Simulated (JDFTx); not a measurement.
Crystal: Si2Mo.

```
CELL_PARAMETERS angstrom
-1.60000 1.60000 3.93050
1.60000 -1.60000 3.93050
1.60000 1.60000 -3.93050
ATOMIC_POSITIONS crystal
Mo 0.00000 0.00000 0.00000
Si 0.66700 0.66700 0.00000
Si 0.33300 0.33300 0.00000
```

| Property | Result |
| --- | --- |
| Program | JDFTx 1.7.0 (patched build) |
| Task | relaxation of cell and atoms |
| Functional | RPBE |
| Potentials or basis | PseudoDojo-SR-PBE-0.5-standard with smoothed tails |
| Cutoff | 1088 eV |
| Density cutoff | 8708 eV |
| k mesh | 8 × 8 × 8 |
| Occupations | fermi-dirac, width 0.05 eV |
| Spin | no spin polarisation |

At the start: pressure 3.7 GPa; volume 13.42 Å³/atom.

Problem. How do energy, volume and symmetry change on relaxing?

Solution. Over 7 steps the energy falls by 4.7 meV/atom and the volume is 13.67 Å³/atom (+1.9 %); space group I4/mmm (No. 139, to 0.05 Å).

Step by step:
| step | energy change (eV) | largest force (eV/Å) | pressure (GPa) | volume (Å³) |
| --- | --- | --- | --- | --- |
| 1 | 0.0000 | 0.2803 | 3.69 | 40.25 |
| 2 | -0.0037 | 0.2298 | 3.20 | 40.35 |
| 3 | -0.0130 | 0.0543 | 0.99 | 40.81 |
| 4 | -0.0139 | 0.0199 | 0.30 | 40.96 |
| 5 | -0.0140 | 0.0067 | 0.12 | 41.00 |
| 6 | -0.0140 | 0.0028 | 0.04 | 41.02 |
| 7 | -0.0140 | 0.0011 | 0.02 | 41.02 |

Final structure:
```
Mo Si
1.0
    -1.61268    1.61268    3.94315
     1.61268   -1.61268    3.94315
     1.61268    1.61268   -3.94315
Mo Si
1 2
Direct
  0.00000 0.00000 0.00000
  0.66490 0.66490 0.00000
  0.33511 0.33511 0.00000
```

Caveat: the k mesh is coarse; the potentials were made for another functional, which shifts forces and pressure.
